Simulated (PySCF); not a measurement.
**Substituent effects on chemical shifts**

Parent skeleton `[CH:1]1=[CH:2][CH2:3][CH2:4]1`; one hydrogen on atom 3 is replaced by X. Hydrogens on one atom are averaged.

No solvent model, non-relativistic Hamiltonian, a single conformation. Shieldings: GIAO PBE0/pcSseg-1; structure optimised with GFN2-xTB; PySCF 2.14.

References, each an isolated molecule treated in the same way: ¹³C, ¹H vs TMS.

Parent (X = H): C1 145.8, C2 145.8, C3 32.8, C4 32.8, H(C1) 6.29, H(C2) 6.29, H(C3) 2.65, H(C4) 2.65 ppm. Effects are Δδ = δ(X) − δ(H), positive for deshielding.

(1) Give Δδ (ppm) for X = SO3H, OC2H5, CH2Cl, NH2.

(2) Which position responds most, and to which substituents?

Answers

(1) 
```
    X                  SMILES     C1    C2     C3     C4  H(C1)  H(C2)  H(C3)  H(C4)
 SO3H  O=S(=O)(O)[C@@H]1C=CC1  +11.4  -6.4  +34.6   +3.5  +0.63  -0.18  +1.53  +0.31
OC2H5         CCO[C@@H]1C=CC1   +0.6  +2.3  +48.5  +12.9  +0.12  +0.05  +1.52  -0.01
CH2Cl         ClC[C@@H]1C=CC1   +2.7  +0.1  +15.7   +6.0  +0.23  -0.08  +0.37  -0.07
  NH2           N[C@@H]1C=CC1   -0.3  +4.0  +26.2  +14.6  +0.09  +0.08  +1.35  -0.29
```

(2) C3: from +15.7 ppm with CH2Cl to +48.5 ppm with OC2H5.
